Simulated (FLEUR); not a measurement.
BP:

```
CELL_PARAMETERS angstrom
0.00000 2.26900 2.26900
2.26900 0.00000 2.26900
2.26900 2.26900 0.00000
ATOMIC_POSITIONS crystal
P 0.75000 0.75000 0.75000
B 0.00000 0.00000 0.00000
```

Base run:

```yaml
Program: FLEUR MaX-R8.1 (later development tree)
Functional: r2SCAN
Potentials_or_basis: all-electron
Basis: FLAPW
Kmax: 5.33 1/bohr
k_mesh: 10 × 10 × 10
Occupations: fermi-dirac, width 0.05 eV
Spin: no spin polarisation
```

Its results: band gap on the k mesh 1.42 eV, indirect (least direct gap 3.60 eV).

Question: The run is repeated on the same cell with these changes: functional from r2SCAN to PBEsol. What comes out?

Answer: Band gap on the k mesh 1.14 eV, indirect (least direct gap 3.37 eV).

r2SCAN gives the wider gap, since meta-GGAs in the generalised Kohn-Sham scheme recover part of the derivative discontinuity.

Caveats: the meta-GGA is that of a development version, with a GGA for the radial functions and cores and without core tails (some runs).
